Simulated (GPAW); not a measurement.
Wanted: an ASE script for a GPAW 26.7.0 run.

| Quantity | Value |
| --- | --- |
| Task | single point |
| Functional | PBEsol |
| Potentials or basis | PAW data sets generated in the run's folder for this functional |
| Cutoff | 800 eV |
| Basis | pw |
| k mesh | 7 × 7 × 3 |
| Occupations | gaussian, width 0.02 eV |
| Spin | no spin polarisation |
| Maxiter | 150 |

Ba2TiO4:

```
Ba Ti O
1.0
     3.98205    0.00000    0.00000
     0.00000    3.98205    0.00000
     0.00000    0.00000    8.78815
Ba Ti O
2 1 4
Direct
  0.00000 0.00000 0.27443
  0.00000 0.00000 0.72557
  0.50000 0.50000 0.50000
  0.50000 0.00000 0.50000
  0.50000 0.50000 0.27338
  0.50000 0.50000 0.72662
  0.00000 0.50000 0.50000
```

The cell comes from a database or a generator and needn't be the stable form of this composition.

One way to write it, as run:

run.py

```python
from ase import Atoms
from ase.dft.bandgap import bandgap
from ase.io import write
from ase.units import GPa
from gpaw import GPAW, PW, setup_paths

setup_paths.insert(0, '.')

atoms = Atoms(['Ba', 'Ba', 'Ti', 'O', 'O', 'O', 'O'],
              cell=[[3.982053, 0.0, 0.0],
                    [0.0, 3.982053, 0.0],
                    [0.0, 0.0, 8.788151]],
              scaled_positions=[[0.0, 0.0, 0.274429],
                                [0.0, 0.0, 0.725571],
                                [0.5, 0.5, 0.5],
                                [0.5, 0.0, 0.5],
                                [0.5, 0.5, 0.273383],
                                [0.5, 0.5, 0.726617],
                                [0.0, 0.5, 0.5]],
              pbc=True)

calc = GPAW(mode=PW(800),
            xc='PBEsol',
            kpts={'size': (7, 7, 3), 'gamma': True},
            occupations={'name': 'methfessel-paxton', 'order': 0, 'width': 0.02},
            nbands=48,
            convergence={'density': 1e-05, 'energy': 1e-05},
            maxiter=150,
            txt='gpaw.txt')
atoms.calc = calc
energy = atoms.get_potential_energy()
forces = atoms.get_forces()
stress = atoms.get_stress()
calc.write('gs.gpw')
write('result.traj', atoms)
print(f'Energy: {energy:.6f} eV')
print('Forces (eV/A):')
print(forces.round(4))
print('Stress (GPa):', (stress / GPa).round(3))
print('Fermi level:', round(calc.get_fermi_level(), 4), 'eV')
print(f'Gap: {bandgap(calc)[0]:.4f} eV, direct: {bandgap(calc, direct=True)[0]:.4f} eV')
```

Potentials or basis: PAW data sets generated in the run's folder for this functional, pw.

The run is started by

```sh
$ gpaw-setup -f PBEsol Ba O Ti
$ OMP_NUM_THREADS=1 python run.py
```

Results of the run:

```json
{"Pressure": "-3.8 GPa", "Largest force": "0.464 eV/Å", "Band gap on the k mesh": "1.90 eV, indirect (least direct gap 1.96 eV)"}
```

Caveat: spin-orbit coupling is left out, which moves the levels of the heavy elements; an odd mesh through Γ misses points on the zone boundary, where band edges often lie.

Wall time 84 s on 1 thread of Intel(R) Xeon(R) 6975P-C (Granite Rapids), with other jobs on the host, peak memory 0.37 GiB.
